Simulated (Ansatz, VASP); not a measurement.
One calculation of Sc, two programs

Contents of POSCAR:

```
Sc
1.0
   -1.8387250820      1.8387250820      1.8387250820
    1.8387250820     -1.8387250820      1.8387250820
    1.8387250820      1.8387250820     -1.8387250820
Sc
1
Direct
    0.0000000000      0.0000000000      0.0000000000
```

The input INCAR.step1:

```
SYSTEM = Sc
  PREC = Accurate
  ENCUT = 520
  ISMEAR = -1
  SIGMA = 0.05
  LREAL = .False.
  LASPH = .True.
  NELM = 100
  NBANDS = 12
  GGA = PE
  ALGO = Normal
  EDIFF = 1E-4
  LWAVE = .True.
  LCHARG = .False.
```

File INCAR.step2:

```
SYSTEM = Sc
  PREC = Accurate
  ENCUT = 520
  EDIFF = 1E-8
  ISMEAR = -1
  SIGMA = 0.05
  LREAL = .False.
  LASPH = .True.
  NELM = 100
  ALGO = Normal
  ISIF = 2
  LWAVE = .False.
  LCHARG = .False.
  METAGGA = R2SCAN
  LMIXTAU = .True.
  LEFG = .True.
  NBANDS = 12
  ISTART = 1
```

The input KPOINTS:

```
Automatic mesh
0
Gamma
  13 13 13
  0 0 0
```

Input for Ansatz:

```yaml
crystal:
  lattice:
    - [-1.838725082, 1.838725082, 1.838725082]
    - [1.838725082, -1.838725082, 1.838725082]
    - [1.838725082, 1.838725082, -1.838725082]
  atoms:
    - { symbol: Sc, position: [0.0, 0.0, 0.0] }
kpoints:
  mp_grid: { grid: [13, 13, 13] }
  band_path:
    path:
      - [0.0, 0.0, 0.0]
      - [0.5, -0.5, 0.5]
      - [0.0, 0.0, 0.5]
      - [0.0, 0.0, 0.0]
      - [0.25, 0.25, 0.25]
      - [0.5, -0.5, 0.5]
      - [0.25, 0.25, 0.25]
      - [0.0, 0.0, 0.5]
    npoints: 5
scf:
  occupations: { method: fermi_dirac, width: 0.05 }
hamiltonian:
  xc: r2scan
  pseudopotentials: { kind: paw }
output:
  forces: true
  stress: true
  eigenvalues: true
  efg: { contact_densities: true }
```

Alike in both runs: task electric field gradients; functional r2SCAN; k mesh 13 × 13 × 13; occupations fermi-dirac, width 0.05 eV; no spin polarisation.

|  | VASP | Ansatz |
| --- | --- | --- |
| version | VASP 6.6.1 | Ansatz 0.2.0 |
| potentials or method | VASP PAW PBE potentials, release 64 (Sc_sv) | PAW with Ansatz's default frozen-core files, scalar-relativistic |
| plane-wave cutoff (eV) | 520 | 500 |
| valence electrons in the cell | 11 | 11 |

Ansatz gave:

| Quantity | Value |
| --- | --- |
| pressure (GPa) | 0.5 |
| Vzz of the field gradient on the site that differs most (V/Å²) | 0.0 |

Q: Which values does VASP return?

A: Pressure (GPa): 0.7; Vzz of the field gradient on the site that differs most (V/Å²): 0.0.

Caveats: the PAW data sets were made with another functional, which shifts forces and pressure a little (VASP).
